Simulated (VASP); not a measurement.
All values below come from PBE GGA with D4 dispersion, VASP's PBE PAW potentials (set 64) (plane waves; VASP).

A VASP calculation is set up with these files.

**INCAR**
```
! general
SYSTEM  = CsI
PREC    = Accurate
ENCUT   = 520
LREAL   = .False.
LASPH   = .True.

! electronic loop
EDIFF   = 1E-7
NELM    = 100
ALGO    = Normal
LMAXMIX = 4

! smearing
ISMEAR  = 0
SIGMA   = 0.05

! functional
GGA     = PE
IVDW    = 13

! ions
ISIF    = 2

! output
LWAVE   = .False.
LCHARG  = .False.
```

POSCAR:
```
CsI
4.5341630
  1.0000000187   0.0000000000   0.0000000000
  0.0000000000   1.0000000187   0.0000000000
  0.0000000000   0.0000000000   1.0000000187
Cs I
1 1
Cart
  0.0000000000   0.0000000000   0.0000000000
  0.5000000094   0.5000000094   0.5000000094
```

**KPOINTS**
```
Regular mesh
0
G
 6 6 6
0 0 0
```

POTCAR, in this order: Cs_sv I (PBE.64 set). Program: vasp_std.

The resulting files:

### OSZICAR
```
       N       E                     dE             d eps       ncg     rms          rms(c)
DAV:   1     0.933916706112E+02    0.93392E+02   -0.62341E+03   480   0.110E+03
DAV:   2     0.230865436665E+01   -0.91083E+02   -0.84852E+02   712   0.166E+02
DAV:   3    -0.544094819446E+01   -0.77496E+01   -0.77284E+01   608   0.559E+01
DAV:   4    -0.554924447288E+01   -0.10830E+00   -0.10828E+00   576   0.820E+00
DAV:   5    -0.555057732961E+01   -0.13329E-02   -0.13328E-02   604   0.919E-01    0.161E+00
DAV:   6    -0.543519624136E+01    0.11538E+00   -0.15730E-01   532   0.192E+00    0.123E+00
DAV:   7    -0.541159736334E+01    0.23599E-01   -0.13598E-01   544   0.183E+00    0.588E-01
DAV:   8    -0.541482583810E+01   -0.32285E-02   -0.93016E-03   528   0.632E-01    0.933E-02
DAV:   9    -0.541520034214E+01   -0.37450E-03   -0.78185E-04   568   0.199E-01    0.746E-02
DAV:  10    -0.541529567185E+01   -0.95330E-04   -0.14563E-04   560   0.819E-02    0.140E-02
DAV:  11    -0.541529368557E+01    0.19863E-05   -0.42329E-05   556   0.340E-02    0.562E-03
DAV:  12    -0.541529401216E+01   -0.32658E-06   -0.39173E-06   576   0.142E-02    0.227E-03
DAV:  13    -0.541529399466E+01    0.17496E-07   -0.12842E-07   436   0.285E-03
   1 F= -.58181494E+01 E0= -.58181494E+01  d E =-.176444E-13
```

File OUTCAR:
```
------------------------ aborting loop because EDIFF is reached ----------------------------------------
  Edisp (eV):   -0.40286
  FORCE on cell =-STRESS in cart. coord.  units (eV):
  Direction    XX          YY          ZZ          XY          YZ          ZX
  --------------------------------------------------------------------------------------
  Total       0.22539     0.22539     0.22539     0.00000     0.00000    -0.00000
  in kB       3.87397     3.87397     3.87397     0.00000     0.00000    -0.00000
  external pressure =        3.87 kB  Pullay stress =        0.00 kB
  volume of cell :       93.22
      direct lattice vectors                 reciprocal lattice vectors
     4.534163085  0.000000000  0.000000000     0.220547868  0.000000000  0.000000000
     0.000000000  4.534163085  0.000000000     0.000000000  0.220547868  0.000000000
     0.000000000  0.000000000  4.534163085     0.000000000  0.000000000  0.220547868
 POSITION                                       TOTAL-FORCE (eV/Angst)
 -----------------------------------------------------------------------------------
      0.00000      0.00000      0.00000         0.000000      0.000000      0.000000
      2.26708      2.26708      2.26708         0.000000      0.000000      0.000000
 -----------------------------------------------------------------------------------
    total drift:                               -0.000000      0.000000      0.000000
  FREE ENERGIE OF THE ION-ELECTRON SYSTEM (eV)
  ---------------------------------------------------
  free  energy   TOTEN  =        -5.8181494250 eV

  energy  without entropy=       -5.8181494250  energy(sigma->0) =       -5.81814943
```
(Selected blocks of OUTCAR.)

The compound is CsI in the CsCl type structure. This cell is one point of a volume scan, at 0.97 of the reference volume.
